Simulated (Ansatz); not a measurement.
F (C2/m) from a database structure, relaxed with r2SCAN+rVV10 in the plane-wave code Ansatz: space group C2/m (No. 12), monoclinic; conventional cell a = 5.199 Å, b = 2.984 Å, c = 7.096 Å, β = 107.1°, 13.15 Å³ an atom. F has 1 F at 1.40 Å. The primitive cell holds 4 atoms in 52.61 Å³. No spin polarisation and no zero-point or thermal motion.

Computed values: PBE gives a gap of 2.68 eV and PBE0 (25 % exact exchange) 6.67 eV; one over PBE's mean ε∞ is 0.506. HSE06 (6×6×4) gives a least gap of 5.86 eV and a least direct gap of 5.92 eV.

Problem. What is the density?

Solution. The cell holds 4 F: M = 4×18.998 = 75.99 u in V = 52.61 Å³. ρ = 1.66054 × M/V = 1.66054 × 75.99/52.61 = 2.398 g/cm³, for the static r2SCAN+rVV10 lattice.

Problem. Taking the gap as linear in the share of unscreened exchange, estimate the gap of the hybrid whose share is 1/ε∞.

Solution. The slope is (6.67 − 2.68)/0.25 = 15.96 eV per unit share, so E_g ≈ 2.68 + 15.96 × 0.506 = 10.76 eV. The run with that share gives 10.80 eV (6×6×4 mesh), +0.04 eV from the straight line.

Problem. At what wavelength does absorption set in by HSE06, excitons left aside?

Solution. λ = 1239.84 eV nm/E: 212 nm for the least gap, where it needs phonons and is weak, and 209 nm for direct transitions. That lies in the ultraviolet, so by this gap the crystal is transparent to visible light.

The meshes of the hybrids are coarse, so their gaps aren't converged to the digits shown.
